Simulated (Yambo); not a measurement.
GaAs, 2 atoms in the cell. Symmetry: F-43m, No. 216, cubic system. Conventional cell: a = 5.654 Å, b = 5.654 Å, c = 5.654 Å, α = 90.00°, β = 90.00°, γ = 90.00°. Around As (site symmetry -43m) lie 4 Ga at 2.45 Å. Around Ga (site symmetry -43m) lie 4 As at 2.45 Å. 

```yaml
Program: Yambo 5.3.0
Task: optical spectrum
Functional: PBE
Potentials_or_basis: PseudoDojo 0.4.1 SR PBE standard
Cutoff: 1143 eV
Density_cutoff: 4572 eV
k_mesh: 4 × 4 × 4
Occupations: fixed
Spin: no spin polarisation
k_mesh_of_the_self-consistent_run: 8 × 8 × 8
Direction_of_the_field_or_of_q_to_0: x
Broadening: 0.1 eV
Kernel: Hartree (RPA with local fields)
Top_of_the_energy_range: 20 eV
Energy_points: 200
Correction_of_the_levels: none
Bands_in_the_response: 39
Cutoff_of_the_response_matrix: 3 Ry
```

Potentials or basis: PseudoDojo 0.4.1 SR PBE standard.

Run with:

```console
$ OMP_NUM_THREADS=1 pw.x -in scf.in > scf.out
$ OMP_NUM_THREADS=1 pw.x -in nscf.in > nscf.out
$ cd tmp/pwscf.save; p2y; mv SAVE ../..; cd ../..
$ OMP_NUM_THREADS=1 yambo
$ OMP_NUM_THREADS=1 yambo -F optics1.in -J optics1 -C optics1_out
```

Hardware: 1 thread of Intel(R) Xeon(R) Processor @ 2.50GHz (Skylake/Cascade Lake), on a shared host.

Q: Estimate the wall time of this run.

A: Run time: 2.6 min on 1 thread of Intel(R) Xeon(R) Processor @ 2.50GHz (Skylake/Cascade Lake), on a shared host.
